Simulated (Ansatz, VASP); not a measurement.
# PtSe2 in VASP and in Ansatz

File POSCAR:

```
PtSe2
1.0
    3.7270000000      0.0000000000      0.0000000000
   -1.8635000000      3.2276766799      0.0000000000
    0.0000000000      0.0000000000     39.0999999982
Se Pt
4 2
Direct
    0.6666666667      0.3333333333      0.2306526627
    0.3333333333      0.6666666667      0.2976258752
    0.6666666667      0.3333333333      0.3583843550
    0.3333333333      0.6666666667      0.4253575675
    0.0000000000      0.0000000000      0.2645543091
    0.0000000000      0.0000000000      0.3914559211
```

The input INCAR.step1:

```
SYSTEM = PtSe2
PREC     = Accurate       ! precision mode
ENCUT    = 520            ! plane-wave cutoff, eV
ISMEAR   = 0              ! smearing method
SIGMA    = 0.01           ! smearing width, eV
LREAL    = .False.        ! projectors in reciprocal space
LASPH    = .True.         ! aspherical terms in the spheres
NELM     = 100            ! most SCF steps
LDIPOL   = .True.       
IDIPOL   = 3            
DIPOL    = 0.5 0.5 0.328
NBANDS   = 31             ! bands
GGA      = PE             ! functional
ALGO     = Normal         ! electronic algorithm
EDIFF    = 1E-4           ! SCF threshold, eV
LWAVE    = .True.         ! write WAVECAR
LCHARG   = .False.        ! write CHGCAR
```

Contents of INCAR.step2:

```
SYSTEM = PtSe2
PREC     = Accurate       ! precision mode
ENCUT    = 520            ! plane-wave cutoff, eV
EDIFF    = 1E-6           ! SCF threshold, eV
ISMEAR   = 0              ! smearing method
SIGMA    = 0.01           ! smearing width, eV
LREAL    = .False.        ! projectors in reciprocal space
LASPH    = .True.         ! aspherical terms in the spheres
NELM     = 100            ! most SCF steps
ALGO     = Normal         ! electronic algorithm
ISIF     = 2              ! what is computed and relaxed
LWAVE    = .False.        ! write WAVECAR
LCHARG   = .False.        ! write CHGCAR
LDIPOL   = .True.       
IDIPOL   = 3            
DIPOL    = 0.5 0.5 0.328
METAGGA  = R2SCAN         ! meta-GGA
LMIXTAU  = .True.       
NBANDS   = 31             ! bands
ISTART   = 1
```

The input KPOINTS:

```
regular mesh
0
Gamma
  12 12 1
  0 0 0
```

Input for Ansatz:

```yaml
crystal:
  lattice:
    - [3.727, 0.0, 0.0]
    - [-1.8635, 3.2276766799, 0.0]
    - [0.0, 0.0, 39.0999999982]
  atoms:
    - { symbol: Se, position: [0.6666666667, 0.3333333333, 0.2306526627] }
    - { symbol: Pt, position: [0.0, 0.0, 0.2645543091] }
    - { symbol: Se, position: [0.3333333333, 0.6666666667, 0.2976258752] }
    - { symbol: Se, position: [0.6666666667, 0.3333333333, 0.358384355] }
    - { symbol: Pt, position: [0.0, 0.0, 0.3914559211] }
    - { symbol: Se, position: [0.3333333333, 0.6666666667, 0.4253575675] }
  periodic: [true, true, false]
scf:
  occupations: { method: gaussian, width: 0.01 }
  n_extra_bands: 6
output:
  eigenvalues: true
  eigenstates:
    kpoints:
      - [0.0, 0.0, 0.0]
      - [0.025, 0.0, 0.0]
      - [0.05, 0.0, 0.0]
      - [0.075, 0.0, 0.0]
      - [0.1, 0.0, 0.0]
      - [0.125, 0.0, 0.0]
      - [0.15, 0.0, 0.0]
      - [0.175, 0.0, 0.0]
      - [0.2, 0.0, 0.0]
      - [0.225, 0.0, 0.0]
      - [0.25, 0.0, 0.0]
      - [0.275, 0.0, 0.0]
      - [0.3, 0.0, 0.0]
      - [0.325, 0.0, 0.0]
      - [0.35, 0.0, 0.0]
      - [0.375, 0.0, 0.0]
      - [0.4, 0.0, 0.0]
      - [0.425, 0.0, 0.0]
      - [0.45, 0.0, 0.0]
      - [0.475, 0.0, 0.0]
      - [0.5, 0.0, 0.0]
      - [0.016667, 0.016667, 0.0]
      - [0.033333, 0.033333, 0.0]
      - [0.05, 0.05, 0.0]
      - [0.066667, 0.066667, 0.0]
      - [0.083333, 0.083333, 0.0]
      - [0.1, 0.1, 0.0]
      - [0.116667, 0.116667, 0.0]
      - [0.133333, 0.133333, 0.0]
      - [0.15, 0.15, 0.0]
      - [0.166667, 0.166667, 0.0]
      - [0.183333, 0.183333, 0.0]
      - [0.2, 0.2, 0.0]
      - [0.216667, 0.216667, 0.0]
      - [0.233333, 0.233333, 0.0]
      - [0.25, 0.25, 0.0]
      - [0.266667, 0.266667, 0.0]
      - [0.283333, 0.283333, 0.0]
      - [0.3, 0.3, 0.0]
      - [0.316667, 0.316667, 0.0]
      - [0.333333, 0.333333, 0.0]
    top_band: c6
    e_range: [-2.5, 4.0]
  write_density: true
  write_potential: true
  elf: true
  volumetric_format: npy
kpoints:
  mp_grid: { grid: [12, 12, 1] }
hamiltonian:
  xc: r2scan
```

Alike in both runs: task single point; functional r2SCAN; k mesh 12 × 12 × 1; occupations gaussian, width 0.01 eV; no spin polarisation.

|  | VASP | Ansatz |
| --- | --- | --- |
| version | VASP 6.6.1 | Ansatz 0.2.0 |
| potentials or method | VASP PAW PBE potentials, release 64 (Se, Pt) | scalar-relativistic, plane waves, PAW |
| plane-wave cutoff (eV) | 520 | 500 |
| valence electrons in the cell | 44 | 100 |

Ansatz gave:

- gap on the k mesh at the Fermi level (eV): 0.41
- least direct gap on the mesh (eV): 1.09

Problem. What did VASP give for the same quantities?

Solution. gap on the k mesh at the Fermi level (eV): 0.39; least direct gap on the mesh (eV): 1.08.

The two sets of potentials don't hold the same shells in valence. Ansatz warned: «xc_potential_rough_in_thin_density».

Caveats: spin-orbit coupling is left out, which moves the levels of the heavy elements. r2SCAN opens gaps a little over a GGA but as a rule still falls short of measured ones.
